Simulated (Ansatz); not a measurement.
# W under changes of volume

One of the cells (16.731 Å³/atom); the others are scaled copies at fixed shape and fractional positions:

```
W
1.0
     0.00000    2.03000    2.03000
     2.03000    0.00000    2.03000
     2.03000    2.03000    0.00000
W
1
Direct
  0.00000 0.00000 0.00000
```

This isn't the form of W at room conditions, which is bcc.

* Program: Ansatz 0.2.0
* Functional: PBEsol
* Potentials or basis: all-electron LAPW, scalar-relativistic
* Cutoff: 274 eV (chosen from the basis error)
* Basis error allowed: 0.0005 eV/atom
* k mesh: 11 × 11 × 11
* Occupations: fermi-dirac, width 0.05 eV
* Spin: no spin polarisation

```csv
volume (Å³/atom),energy over the lowest point (meV/atom),pressure (GPa)
15.727,?,?
16.062,0.00,-1.2
16.396,8.99,-7.2
16.731,29.99,-12.6
17.065,61.73,-17.5
17.400,103.06,-21.8
17.735,152.91,-25.6
```

Task: What does the run at 15.727 Å³/atom give?

Result: Energy over the lowest point 4.42 meV/atom; pressure 5.6 GPa.

Worked out: A Birch-Murnaghan fit of order 3 (a polynomial in V^(-2/3)) to the other rows has its minimum at 16.00 Å³/atom, just outside them, with B0 = V·E''(V) = 316 GPa and B' = 4.6. It gives 4.58 meV/atom at 15.727 Å³/atom, against the run's 4.42, and -dE/dV = 5.7 GPa, against 5.6.

Energies are extrapolated to zero smearing.

The runs don't all hold the same shells in valence.
